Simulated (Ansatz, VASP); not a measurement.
**One calculation of Ga, two programs**

POSCAR

```
Ga
1.0
   -1.4026165814      1.4026165814      2.3416381643
    1.4026165814     -1.4026165814      2.3416381643
    1.4026165814      1.4026165814     -2.3416381643
Ga
1
Direct
    0.0000000000      0.0000000000      0.0000000000
```

Contents of INCAR.step1:

```
  PREC = Accurate
  ENCUT = 520
  ISMEAR = -1
  SIGMA = 0.05
  LREAL = False
  LASPH = True
  NELM = 100
  NBANDS = 12
  GGA = PE
  ALGO = Normal
  EDIFF = 1E-4
  LWAVE = True
  LCHARG = False
```

INCAR.step2

```
  PREC = Accurate
  ENCUT = 520
  EDIFF = 1E-6
  ISMEAR = -1
  SIGMA = 0.05
  LREAL = False
  LASPH = True
  NELM = 100
  ALGO = Normal
  ISIF = 2
  LWAVE = False
  LCHARG = False
  METAGGA = R2SCAN
  LMIXTAU = True
  NBANDS = 12
  ISTART = 1
```

Contents of KPOINTS:

```
Automatic mesh
0
Gamma
  13 13 13
```

The input input.yaml:

```yaml
crystal:
  lattice:
    - [-1.4026165814, 1.4026165814, 2.3416381643]
    - [1.4026165814, -1.4026165814, 2.3416381643]
    - [1.4026165814, 1.4026165814, -2.3416381643]
  atoms:
    - { symbol: Ga, position: [0.0, 0.0, 0.0] }
hamiltonian:
  xc: r2scan
  pseudopotentials: { kind: paw }
kpoints:
  mp_grid: { grid: [13, 13, 13] }
scf:
  occupations: { method: fermi_dirac, width: 0.05 }
output:
  forces: true
  stress: true
  eigenvalues: true
```

This isn't the form of Ga at room conditions, which is orthorhombic.

Alike in both runs: task single point; functional r2SCAN; k mesh 13 × 13 × 13; occupations fermi-dirac, width 0.05 eV; no spin polarisation.

|  | VASP | Ansatz |
| --- | --- | --- |
| version | VASP 6.6.1 | Ansatz 0.2.0 |
| potentials or method | VASP PAW PBE potentials, release 64 (Ga_d) | Ansatz PAW |
| plane-wave cutoff (eV) | 520 | 500 |
| valence electrons in the cell | 13 | 13 |

|  | VASP | Ansatz | Ansatz less VASP |
| --- | --- | --- | --- |
| gap on the k mesh at the Fermi level (eV) | none | none | - |
| pressure (GPa) | -2.0 | -2.0 | -0.05 |
| largest component of the traceless stress (GPa) | 0.42 | 0.43 | +0.005 |

A gap of «none» marks a metal or a gap that the smearing closes.

Caveats: the PAW data sets were made with another functional, which shifts forces and pressure a little (VASP); the PAW data sets come from PBE, with cores solved anew for the run's functional, which leaves a small shift of forces and pressure (Ansatz).
